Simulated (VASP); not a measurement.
Here is a VASP 6.6.1 calculation.

INCAR

```
SYSTEM = Fe
ALGO = Normal
EDIFF = 1E-7
ENCUT = 520
GGA = PE
ISIF = 2
ISMEAR = 1
ISPIN = 2
IVDW = 13
LASPH = .TRUE.
LCHARG = .FALSE.
LDAU = .TRUE.
LDAUJ = 1
LDAUL = 2
LDAUPRINT = 1
LDAUTYPE = 2
LDAUU = 6
LHYPERFINE = .TRUE.
LMAXMIX = 4
LORBIT = 11
LREAL = .FALSE.
LWAVE = .FALSE.
MAGMOM = 3 -1.5
NELM = 100
PREC = Accurate
SIGMA = 0.2
```

The input KPOINTS:

```
k-points
0
G
  12 12 7
  0 0 0
```

POSCAR

```
Fe
2.4342
    0.999982575507      0.000000000000      0.000000000000
   -0.499991287774      0.866010313738      0.000000000000
    0.000000000000      0.000000000000      1.578315039849
Fe
2
Direct
    0.6666666667      0.3333333333      0.7500000000
    0.3333333333      0.6666666667      0.2500000000
```

Potentials or basis: VASP PAW PBE potentials, release 64 (Fe).

Command:

```console
$ cat potpaw_PBE.64/Fe/POTCAR > POTCAR
$ mpirun -np 1 vasp_std > vasp.out
```

**Question.** Predict the dispersion energy per atom.

**Answer.** -0.403 eV.

**Question.** What does it give for the net moment?

**Answer.** 0.00 μB per cell.

**Question.** Estimate the pressure.

**Answer.** 62.3 GPa.

Eigenvalues of the final occupation matrices:
| site | spin | trace | eigenvalues |
| --- | --- | --- | --- |
| site 1 d | 1 | 4.67 | 0.93 0.93 0.94 0.94 0.94 |
| site 1 d | 2 | 1.76 | 0.17 0.29 0.29 0.51 0.51 |
| site 2 d | 1 | 1.76 | 0.17 0.29 0.29 0.51 0.51 |
| site 2 d | 2 | 4.67 | 0.93 0.93 0.94 0.94 0.94 |

Caveat: a pressure of tens of GPa on the cell as given is suspect, and the run, the potentials or the cell itself is likely at fault; pairwise dispersion overbinds metals, which lowers pressure and volume; the U is typed as a test and isn't derived for this compound. The state reached can hang on the start; a lower one may exist.
